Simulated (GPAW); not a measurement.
# AlRu (Pm-3m) in GPAW: further runs

One crystal, AlRu, is run at these levels: PBEsol, RPBE, revPBE, BLYP; tasks: band structure.

Everything below comes from runs of GPAW 26.7.0. Logs are shortened: lines on timing, memory, paths and dates and some standing lists are left out, and cuts for length are marked. The log counts tension as positive stress, the text compression.

### Step 1. Starting point

The structure is cubic, space group Pm-3m (No. 221). Conventional cell: a = 2.992 Å, b = 2.992 Å, c = 2.992 Å, α = 90.00°, β = 90.00°, γ = 90.00°. Ru (site symmetry m-3m) has 8 Al at 2.59 Å as nearest neighbours. Al (site symmetry m-3m) has 8 Ru at 2.59 Å as nearest neighbours.

### Step 2. Band structure, PBEsol, spin-orbit coupling, no magnetisation

The input, run.py:

```python
import numpy as np
from ase.dft.bandgap import bandgap
from ase.io import read, write
from ase.units import GPa
from gpaw import GPAW, PW, setup_paths
from gpaw.spinorbit import soc_eigenstates

setup_paths.insert(0, '.')

atoms = read('POSCAR')

calc = GPAW(mode=PW(600),
            xc='PBEsol',
            kpts={'size': (7, 7, 7), 'gamma': True},
            occupations={'name': 'fermi-dirac', 'width': 0.05},
            nbands=20,
            convergence={'density': 1e-05, 'energy': 1e-05},
            maxiter=150,
            txt='gpaw.txt')
atoms.calc = calc
energy = atoms.get_potential_energy()
forces = atoms.get_forces()
stress = atoms.get_stress()
calc.write('gs.gpw')
write('result.traj', atoms)
print(f'Energy: {energy:.6f} eV')
print('Forces (eV/A):')
print(forces.round(4))
print('Stress (GPa):', (stress / GPa).round(3))
print('Fermi level:', round(calc.get_fermi_level(), 4), 'eV')
print(f'Gap: {bandgap(calc)[0]:.4f} eV, direct: {bandgap(calc, direct=True)[0]:.4f} eV')

path = atoms.cell.bandpath('GXMGRX,MR', npoints=60, eps=1e-4)
bs_calc = calc.fixed_density(kpts=path, symmetry='off', nbands=30,
                             convergence={'bands': 'CBM+6.0', 'eigenstates': 1e-6}, txt='bands.txt')
bs = bs_calc.band_structure()
bs.write('bs.json')
print(f'Gap on the path: {bandgap(bs_calc)[0]:.4f} eV')

soc = soc_eigenstates(bs_calc, theta=0, phi=0)
np.savetxt('soc_bands.dat', soc.eigenvalues(), fmt='%.4f')
mesh = soc_eigenstates('gs.gpw', theta=0, phi=0)
np.savetxt('soc_mesh.dat', mesh.eigenvalues(), fmt='%.4f')
print('Fermi level with spin-orbit coupling:', round(mesh.fermi_level, 4), 'eV')
```

The input, POSCAR:

```
AlRu
1.0
    2.9916000000      0.0000000000      0.0000000000
    0.0000000000      2.9916000000      0.0000000000
    0.0000000000      0.0000000000      2.9916000000
Ru Al
1 1
Direct
    0.5000000000      0.5000000000      0.5000000000
    0.0000000000      0.0000000000      0.0000000000
```

Potentials or basis: PAW data sets generated in the run's folder for this functional, pw.

Command:

```sh
gpaw-setup -f PBEsol Al Ru
OMP_NUM_THREADS=1 python run.py
```

gpaw.txt:

```text
__  _  _
 | _ |_)|_||  |
 |__||  | ||/\| - 26.7.0

Input parameters:
  mode=PW(ecut=600.0),
  convergence={'density': 1e-05, 'energy': 1e-05},
  kpts=MonkhorstPack(size=(7, 7, 7), gamma=True),
  maxiter=150,
  nbands=20,
  occupations=Occupations(name='fermi-dirac', width=0.05),
  xc=XC(name='PBEsol')

Diagonalizing LCAO Hamiltonian
Converting LCAO to pw mode
   .------.
  /|      |
 * |      |
 | |  Ru  |
 | .------.
 |/      /
 Al-----*

Atoms  # Å, Bohr magnetons
|   | symbol |        x |        y |        z |    initial magnetic moments |
|---|--------|----------|----------|----------|-----------------------------|
| 0 |     Ru | 1.495800 | 1.495800 | 1.495800 | ( 0.0000,  0.0000,  0.0000) |
| 1 |     Al | 0.000000 | 0.000000 | 0.000000 | ( 0.0000,  0.0000,  0.0000) |

Unit cell  # Å
| periodic |        x |        y |        z |  lengths |    angles |
|----------|----------|----------|----------|----------|-----------|
|      yes | 2.991600 | 0.000000 | 0.000000 | 2.991600 | 90.000000 |
|      yes | 0.000000 | 2.991600 | 0.000000 | 2.991600 | 90.000000 |
|      yes | 0.000000 | 0.000000 | 2.991600 | 2.991600 | 90.000000 |

Number of symmetries: 48
Symmetry operations  # r_c * U_cc + t_c -> r_c
|    | kind |            matrix            |
|----|------|------------------------------|
|  0 |  E   |  1, 0, 0,  0, 1, 0,  0, 0, 1 |
|  1 |  σ   |  1, 0, 0,  0, 1, 0,  0, 0,-1 |
|  2 |  σ   |  1, 0, 0,  0, 0, 1,  0, 1, 0 |
|  3 |  C4  |  1, 0, 0,  0, 0, 1,  0,-1, 0 |
|  4 |  C4  |  1, 0, 0,  0, 0,-1,  0, 1, 0 |
|  5 |  σ   |  1, 0, 0,  0, 0,-1,  0,-1, 0 |
|  6 |  σ   |  1, 0, 0,  0,-1, 0,  0, 0, 1 |
|  7 |  C2  |  1, 0, 0,  0,-1, 0,  0, 0,-1 |
|  8 |  σ   |  0, 1, 0,  1, 0, 0,  0, 0, 1 |
|  9 |  C2  |  0, 1, 0,  1, 0, 0,  0, 0,-1 |
| 10 |  C3  |  0, 1, 0,  0, 0, 1,  1, 0, 0 |
| 11 |  S6  |  0, 1, 0,  0, 0, 1, -1, 0, 0 |
| 12 |  S6  |  0, 1, 0,  0, 0,-1,  1, 0, 0 |
| 13 |  C3  |  0, 1, 0,  0, 0,-1, -1, 0, 0 |
| 14 |  C4  |  0, 1, 0, -1, 0, 0,  0, 0, 1 |
| 15 |  S4  |  0, 1, 0, -1, 0, 0,  0, 0,-1 |
| 16 |  C3  |  0, 0, 1,  1, 0, 0,  0, 1, 0 |
| 17 |  S6  |  0, 0, 1,  1, 0, 0,  0,-1, 0 |
| 18 |  σ   |  0, 0, 1,  0, 1, 0,  1, 0, 0 |
| 19 |  C4  |  0, 0, 1,  0, 1, 0, -1, 0, 0 |
| 20 |  C2  |  0, 0, 1,  0,-1, 0,  1, 0, 0 |
| 21 |  S4  |  0, 0, 1,  0,-1, 0, -1, 0, 0 |
| 22 |  S6  |  0, 0, 1, -1, 0, 0,  0, 1, 0 |
| 23 |  C3  |  0, 0, 1, -1, 0, 0,  0,-1, 0 |
| 24 |  S6  |  0, 0,-1,  1, 0, 0,  0, 1, 0 |
| 25 |  C3  |  0, 0,-1,  1, 0, 0,  0,-1, 0 |
| 26 |  C4  |  0, 0,-1,  0, 1, 0,  1, 0, 0 |
| 27 |  σ   |  0, 0,-1,  0, 1, 0, -1, 0, 0 |
| 28 |  S4  |  0, 0,-1,  0,-1, 0,  1, 0, 0 |
| 29 |  C2  |  0, 0,-1,  0,-1, 0, -1, 0, 0 |
| 30 |  C3  |  0, 0,-1, -1, 0, 0,  0, 1, 0 |
| 31 |  S6  |  0, 0,-1, -1, 0, 0,  0,-1, 0 |
| 32 |  C4  |  0,-1, 0,  1, 0, 0,  0, 0, 1 |
| 33 |  S4  |  0,-1, 0,  1, 0, 0,  0, 0,-1 |
| 34 |  S6  |  0,-1, 0,  0, 0, 1,  1, 0, 0 |
| 35 |  C3  |  0,-1, 0,  0, 0, 1, -1, 0, 0 |
| 36 |  C3  |  0,-1, 0,  0, 0,-1,  1, 0, 0 |
| 37 |  S6  |  0,-1, 0,  0, 0,-1, -1, 0, 0 |
| 38 |  σ   |  0,-1, 0, -1, 0, 0,  0, 0, 1 |
| 39 |  C2  |  0,-1, 0, -1, 0, 0,  0, 0,-1 |
| 40 |  σ   | -1, 0, 0,  0, 1, 0,  0, 0, 1 |
| 41 |  C2  | -1, 0, 0,  0, 1, 0,  0, 0,-1 |
| 42 |  C2  | -1, 0, 0,  0, 0, 1,  0, 1, 0 |
| 43 |  S4  | -1, 0, 0,  0, 0, 1,  0,-1, 0 |
| 44 |  S4  | -1, 0, 0,  0, 0,-1,  0, 1, 0 |
| 45 |  C2  | -1, 0, 0,  0, 0,-1,  0,-1, 0 |
| 46 |  C2  | -1, 0, 0,  0,-1, 0,  0, 0, 1 |
| 47 |  i   | -1, 0, 0,  0,-1, 0,  0, 0,-1 |

BZ-sampling:
  Number of BZ points: 343
  Number of IBZ points: 20

  Monkhorst-Pack size: [7, 7, 7]
  Monkhorst-Pack shift: [0, 0, 0]

K-points  # in reciprocal-cell coordinates
|     |                                coordinates |     weight |
|-----|--------------------------------------------|------------|
|   0 | (  0.00000000,   0.00000000,   0.00000000) | 0.00291545 |
|   1 | (  0.14285714,   0.00000000,   0.00000000) | 0.01749271 |
|   2 | (  0.14285714,   0.14285714,   0.00000000) | 0.03498542 |
|   3 | (  0.14285714,   0.14285714,   0.14285714) | 0.02332362 |
[... 8 lines left out ...]

Plane wave coefficients: 916
Cutoff: 600.0 eV

Spin-components: 1 (collinear spins)
Bands:           20
Projectors:      11
Spin-degeneracy: 2
Datatype:        complex128

Parallelization:
  kpt:    1
  domain: 1
  band:   1

Density:
  Valence electrons: 19.0
  Components: 1
  Grid points: [18 18 18]
  Charge: 0.0  # |e|

Potential:
  Grid points: [18 18 18]

species:
  Ru:
    name:    Ruthenium
    Z:       44.0
    valence: 16
    core:    28
    charge:  0.0  # [|e|]
    compensation charges:
      type: gauss
      rc: 0.39  # [Å]
      lmax: 2
    cutoffs:
      filter: 2.16  # [Å]
      core: 1.30  # [Å]
    projectors
    | kind |    occ | energy [eV] | rcut [Å] |
    |------|--------|-------------|----------|
    |   4s |  2.000 |     -76.260 |    1.281 |
    |   5s |  1.000 |      -4.265 |    1.281 |
    |   4p |  6.000 |     -46.387 |    1.286 |
    |   5p |  0.000 |      -0.866 |    1.286 |
    |   4d |  7.000 |      -5.218 |    1.254 |
    |    d |        |      21.994 |    1.254 |

    Using partial waves for Ru as LCAO basis

  Al:
    name:    Aluminium
    Z:       13.0
    valence: 3
    core:    10
    charge:  0.0  # [|e|]
    compensation charges:
      type: gauss
      rc: 0.34  # [Å]
      lmax: 2
    cutoffs:
      filter: 1.91  # [Å]
      core: 2.36  # [Å]
    projectors
    | kind |    occ | energy [eV] | rcut [Å] |
    |------|--------|-------------|----------|
    |   3s |  2.000 |      -7.715 |    1.085 |
    |   3p |  1.000 |      -2.689 |    1.085 |
    |    s |        |      19.497 |    1.085 |
    |    p |        |      24.522 |    1.085 |
    |    d |        |       0.000 |    1.085 |

    Using partial waves for Al as LCAO basis

Reference energy: -129772.166473  # eV

eigensolver:
  PPCG
  Converge bands: occupied
  niter=2

density mixing:
  MSR1-Mixer
  Pratt-step length: 0.05
  Maximum mixing coefficient: 0.75
  Old densities: 10
  SVD Regularization: 0.005
  Good broyden scale: 1.0
  Trust region scale: 1.0
  Backstep threshold: 4.0
  History deletion threshold: 6.0
  Fourier metric: weight=20.0, sigma=0.015

occupation numbers:
  Fermi-Dirac:
    width: 0.0500  # eV

poisson solver:
  ecut: 4800.0  # eV

xc functional:
  name: PBEsol with 2 nearest neighbor stencil

convergence criteria:
- Maximum integral of absolute [dens]ity change: 1e-05 electrons / valence electron
- Maximum [total energy] change in last 3 cyles: 1e-05 eV / valence electron
- Maximum integral of absolute [eigenst]ate change: 4e-08 eV^2 / valence electron
maximum number of iterations: 150

SCF iterations
|iter     | |      energy | eigst |  dens |
|---------|-|-------------|-------|-------|
|iter:   1| |  -16.636727 | +0.40 |       |
|iter:   2| |  -16.327949 | -2.55 | -1.01 |
|iter:   3| |  -15.719023 | -1.72 | -1.08 |
|iter:   4| |  -15.705927 | -3.55 | -1.71 |
|iter:   5| |  -15.704434 | -3.58 | -1.91 |
|iter:   6| |  -15.704364 | -5.11 | -2.80 |
|iter:   7| |  -15.704388c| -5.72 | -3.25 |
|iter:   8| |  -15.704385c| -8.03c| -4.16 |
|iter:   9| |  -15.704385c| -7.71c| -4.64 |
|iter:  10| |  -15.704385c| -8.81c| -5.95c|

Converged in 10 steps
Energy contributions relative to reference atoms: (reference = -129772.166473)

Energy contributions:
  Kinetic:           3.750395
  Coulomb:          -3.931783
  Zero:             -0.238147
  External:          0.000000
  Xc:              -15.275761
  Entropy:          -0.018177
  Spinorbit:         0.000000
  ----------------------------
  Free energy:     -15.713473
  Extrapolated:    -15.704385

dipole moment: (-5.115780, -5.115780, -5.115780)  # |e|*Ang

Fermi level: 10.421
Eigenvalues  # (at kpt = [0.000, 0.000, 0.000])
| band index |      eig [eV] | occ [0-2] |
|------------|---------------|-----------|
|          0 |       -61.320 |     2.000 |
|          1 |       -31.324 |     2.000 |
|          2 |       -31.324 |     2.000 |
|          3 |       -31.324 |     2.000 |
|          4 |         0.710 |     2.000 |
|          5 |         6.803 |     2.000 |
|          6 |         6.803 |     2.000 |
|          7 |        10.582 |     0.077 |
|          8 |        10.582 |     0.077 |
|          9 |        10.582 |     0.077 |
|         10 |        16.456 |     0.000 |
|         11 |        16.456 |     0.000 |
|         12 |        16.456 |     0.000 |
|         13 |        21.336 |     0.000 |
|         14 |        21.336 |     0.000 |
|        ... |               |           |
|         19 |        32.040 |     0.000 |

No gap
No difference between direct/indirect transitions

Forces  # eV/Ang
|        x |        y |        z |
|----------|----------|----------|
| -0.00000 | -0.00000 | -0.00000 |  # Ru   0
| -0.00000 | -0.00000 | -0.00000 |  # Al   1

Stress tensor  # eV/Ang^3
|        x |        y |        z |
|----------|----------|----------|
| 0.015631 | 0.000000 | 0.000000 |
| 0.000000 | 0.015631 | 0.000000 |
| 0.000000 | 0.000000 | 0.015631 |

# Writing to gs.gpw (mode='')
```

Run time: 27 s. Hardware: 1 thread of Arm Neoverse V1, shared host; peak memory 0.22 GiB.

Results:

```yaml
Free_energy: -15.7135 eV
Pressure: -2.5 GPa
Band_gap_along_the_path: none (metal or under the smearing width)
```

Levels at the corners of the path, in eV from the Fermi level:
```
point  band 14  band 15  band 16  band 17  band 18  band 19  band 20  band 21  band 22  band 23
    Γ    -3.62     0.09     0.09     0.09     0.09     0.31     0.31     5.84     5.84     6.14
    X    -2.83    -1.68    -1.68    -1.56    -1.56     0.43     0.43     2.22     2.22     7.43
    M    -1.52    -1.29    -1.29    -1.24    -1.24    -1.12    -1.12     1.46     1.46     5.24
    Γ    -3.62     0.09     0.09     0.09     0.09     0.31     0.31     5.84     5.84     6.14
    R    -4.59     1.55     1.55     1.55     1.55     2.54     2.54     3.71     3.71     4.28
    X    -2.83    -1.68    -1.68    -1.56    -1.56     0.43     0.43     2.22     2.22     7.43
    M    -1.52    -1.29    -1.29    -1.24    -1.24    -1.12    -1.12     1.46     1.46     5.24
    R    -4.59     1.55     1.55     1.55     1.55     2.54     2.54     3.71     3.71     4.28
```

Caveat: spin-orbit coupling was added after a scalar SCF, so levels and gaps hold it while energy, forces, pressure and moments don't; this program's spin-orbit splittings come out too wide for heavy elements.

### Step 3. Band structure, RPBE

The input, run.py:

```python
from ase import Atoms
from ase.dft.bandgap import bandgap
from ase.io import write
from ase.units import GPa
from gpaw import GPAW, PW

atoms = Atoms(['Ru', 'Al'],
              cell=[[2.9916, 0.0, 0.0],
                    [0.0, 2.9916, 0.0],
                    [0.0, 0.0, 2.9916]],
              scaled_positions=[[0.5, 0.5, 0.5],
                                [0.0, 0.0, 0.0]],
              pbc=True)

calc = GPAW(mode=PW(600),
            xc='RPBE',
            kpts={'size': (9, 9, 9), 'gamma': True},
            occupations={'name': 'fermi-dirac', 'width': 0.05},
            nbands=20,
            convergence={'density': 1e-05, 'energy': 1e-05},
            maxiter=150,
            txt='gpaw.txt')
atoms.calc = calc
energy = atoms.get_potential_energy()
forces = atoms.get_forces()
stress = atoms.get_stress()
calc.write('gs.gpw')
write('result.traj', atoms)
print(f'Energy: {energy:.6f} eV')
print('Forces (eV/A):')
print(forces.round(4))
print('Stress (GPa):', (stress / GPa).round(3))
print('Fermi level:', round(calc.get_fermi_level(), 4), 'eV')
print(f'Gap: {bandgap(calc)[0]:.4f} eV, direct: {bandgap(calc, direct=True)[0]:.4f} eV')

path = atoms.cell.bandpath('GXMGRX,MR', npoints=60, eps=1e-4)
bs_calc = calc.fixed_density(kpts=path, symmetry='off', nbands=30,
                             convergence={'bands': 'CBM+6.0', 'eigenstates': 1e-6}, txt='bands.txt')
bs = bs_calc.band_structure()
bs.write('bs.json')
print(f'Gap on the path: {bandgap(bs_calc)[0]:.4f} eV')
```

Potentials or basis: the program's PAW data sets (release 1.2.1) made for this functional, pw.

Command:

```sh
OMP_NUM_THREADS=1 python run.py
```

Run time: 28 s. Hardware: 1 thread of Arm Neoverse V1, shared host; peak memory 0.2 GiB.

The run converged. Its results:

* Free energy: -13.5164 eV
* Pressure: 6.9 GPa
* Band gap along the path: none (metal or under the smearing width)

Levels at the corners of the path, in eV from the Fermi level:
```tsv
point	band 5	band 6	band 7	band 8	band 9	band 10	band 11	band 12	band 13
Γ	-9.56	-3.48	-3.48	0.24	0.24	0.24	6.21	6.21	6.21
X	-5.73	-5.39	-2.68	-1.53	-1.53	0.49	2.34	7.52	11.18
M	-5.92	-2.96	-1.29	-1.29	-1.10	-1.10	1.57	5.40	6.32
Γ	-9.56	-3.48	-3.48	0.24	0.24	0.24	6.21	6.21	6.21
R	-4.54	-4.54	-4.54	1.66	1.66	2.75	4.24	4.24	4.24
X	-5.73	-5.39	-2.68	-1.53	-1.53	0.49	2.34	7.52	11.18
M	-5.92	-2.96	-1.29	-1.29	-1.10	-1.10	1.57	5.40	6.32
R	-4.54	-4.54	-4.54	1.66	1.66	2.75	4.24	4.24	4.24
```

### Step 4. Band structure, revPBE

Edit run.py of step 3 so:

```diff
@@ -1,17 +1,11 @@
-from ase import Atoms
 from ase.dft.bandgap import bandgap
-from ase.io import write
-from ase.units import GPa
+from ase.io import read, write
+from ase.units import Bohr, GPa
 from gpaw import GPAW, PW
+from gpaw.elf import elf_from_dft_calculation
 
-atoms = Atoms(['Ru', 'Al'],
-              cell=[[2.9916, 0.0, 0.0],
-                    [0.0, 2.9916, 0.0],
-                    [0.0, 0.0, 2.9916]],
-              scaled_positions=[[0.5, 0.5, 0.5],
-                                [0.0, 0.0, 0.0]],
-              pbc=True)
+atoms = read('AlRu.xyz')
 
 calc = GPAW(mode=PW(600),
-            xc='RPBE',
+            xc='revPBE',
             kpts={'size': (9, 9, 9), 'gamma': True},
@@ -35,3 +29,8 @@
 
-path = atoms.cell.bandpath('GXMGRX,MR', npoints=60, eps=1e-4)
+# fields on the real-space grid
+write('density.cube', atoms, data=calc.get_pseudo_density() * Bohr**3)
+write('potential.cube', atoms, data=calc.get_electrostatic_potential())
+write('elf.cube', atoms, data=elf_from_dft_calculation(calc).data)
+
+path = atoms.cell.bandpath('GXMGRX,MR', npoints=80, eps=1e-4)
 bs_calc = calc.fixed_density(kpts=path, symmetry='off', nbands=30,
```

The input, AlRu.xyz:

```xyz
2
Lattice="2.9916000000 0.0000000000 0.0000000000 0.0000000000 2.9916000000 0.0000000000 0.0000000000 0.0000000000 2.9916000000" Properties=species:S:1:pos:R:3 pbc="T T T"
Ru     1.4958000000      1.4958000000      1.4958000000
Al     0.0000000000      0.0000000000      0.0000000000
```

Command:

```sh
OMP_NUM_THREADS=1 python run.py
```

It took 32 s on 1 thread of Arm Neoverse V1, shared host; peak memory 0.21 GiB.

It converged, with:

```yaml
Free_energy: -13.6972 eV
Pressure: 6.0 GPa
Band_gap_along_the_path: none (metal or under the smearing width)
```

Levels at the corners of the path, in eV from the Fermi level:
```
point  band 7  band 8  band 9  band 10  band 11  band 12
    Γ   -3.48    0.24    0.24     0.24     6.20     6.20
    X   -2.68   -1.53   -1.53     0.49     2.34     7.52
    M   -1.29   -1.29   -1.10    -1.10     1.57     5.40
    Γ   -3.48    0.24    0.24     0.24     6.20     6.20
    R   -4.54    1.66    1.66     2.73     4.23     4.23
    X   -2.68   -1.53   -1.53     0.49     2.34     7.52
    M   -1.29   -1.29   -1.10    -1.10     1.57     5.40
    R   -4.54    1.66    1.66     2.73     4.23     4.23
```

### Step 5. Band structure, BLYP

The input, run.py:

```python
from ase.dft.bandgap import bandgap
from ase.io import read, write
from ase.units import GPa
from gpaw import GPAW, PW, setup_paths

setup_paths.insert(0, '.')

atoms = read('POSCAR')

calc = GPAW(mode=PW(600),
            xc='BLYP',
            kpts={'size': (9, 9, 9), 'gamma': True},
            occupations={'name': 'fermi-dirac', 'width': 0.05},
            nbands=20,
            convergence={'density': 1e-05, 'energy': 1e-05},
            eigensolver='davidson',
            maxiter=150,
            txt='gpaw.txt')
atoms.calc = calc
energy = atoms.get_potential_energy()
forces = atoms.get_forces()
stress = atoms.get_stress()
calc.write('gs.gpw')
write('result.traj', atoms)
print(f'Energy: {energy:.6f} eV')
print('Forces (eV/A):')
print(forces.round(4))
print('Stress (GPa):', (stress / GPa).round(3))
print('Fermi level:', round(calc.get_fermi_level(), 4), 'eV')
print(f'Gap: {bandgap(calc)[0]:.4f} eV, direct: {bandgap(calc, direct=True)[0]:.4f} eV')

path = atoms.cell.bandpath('GXMGRX,MR', npoints=100, eps=1e-4)
bs_calc = calc.fixed_density(kpts=path, symmetry='off', nbands=30,
                             convergence={'bands': 'CBM+6.0', 'eigenstates': 1e-6}, txt='bands.txt')
bs = bs_calc.band_structure()
bs.write('bs.json')
print(f'Gap on the path: {bandgap(bs_calc)[0]:.4f} eV')
```

POSCAR is that of step 2.

Potentials or basis: PAW data sets generated in the run's folder for this functional, pw.

Command:

```sh
gpaw-setup -f BLYP Al Ru
OMP_NUM_THREADS=1 python run.py
```

Run time: 39 s. Hardware: 1 thread of Arm Neoverse V1, shared host; peak memory 0.22 GiB.

It converged, with:

```yaml
Free_energy: -12.1080 eV
Pressure: 9.3 GPa
Band_gap_along_the_path: none (metal or under the smearing width)
```

Levels at the corners of the path, in eV from the Fermi level:
| point | band 6 | band 7 | band 8 | band 9 | band 10 | band 11 | band 12 | band 13 |
| --- | --- | --- | --- | --- | --- | --- | --- | --- |
| Γ | -3.42 | -3.42 | 0.20 | 0.20 | 0.20 | 6.15 | 6.15 | 6.15 |
| X | -5.34 | -2.65 | -1.55 | -1.55 | 0.46 | 2.32 | 7.73 | 11.17 |
| M | -2.93 | -1.16 | -1.16 | -1.12 | -1.12 | 1.56 | 5.35 | 6.22 |
| Γ | -3.42 | -3.42 | 0.20 | 0.20 | 0.20 | 6.15 | 6.15 | 6.15 |
| R | -4.51 | -4.51 | 1.66 | 1.66 | 2.49 | 4.35 | 4.35 | 4.35 |
| X | -5.34 | -2.65 | -1.55 | -1.55 | 0.46 | 2.32 | 7.73 | 11.17 |
| M | -2.93 | -1.16 | -1.16 | -1.12 | -1.12 | 1.56 | 5.35 | 6.22 |
| R | -4.51 | -4.51 | 1.66 | 1.66 | 2.49 | 4.35 | 4.35 | 4.35 |

### Step 6. The runs side by side

```tsv
level	potentials or basis	spin	k mesh	band points	spin axis theta (degrees)	spin axis phi (degrees)	soc after scf	eigensolver	pressure (GPa)
PBEsol	PAW data sets generated in the run's folder for this functional, pw	SOC, no magnetisation	7 × 7 × 7	60	0	0	second variation	-	-2.5
RPBE	the program's PAW data sets (release 1.2.1) made for this functional, pw	off	9 × 9 × 9	60	-	-	-	-	6.9
revPBE	the program's PAW data sets (release 1.2.1) made for this functional, pw	off	9 × 9 × 9	80	-	-	-	-	6.0
BLYP	PAW data sets generated in the run's folder for this functional, pw	off	9 × 9 × 9	100	-	-	-	davidson	9.3
```

Alike in all rows: task band structure; cell as given; cutoff (eV) 600; smearing fermi-dirac 0.05 eV.

Caveats: spin-orbit coupling was added after a scalar SCF, so levels and gaps hold it while energy, forces, pressure and moments don't (some runs); this program's spin-orbit splittings come out too wide for heavy elements (some runs).

Total energies depend on the potentials used, so only differences within one code and one set of settings carry meaning.
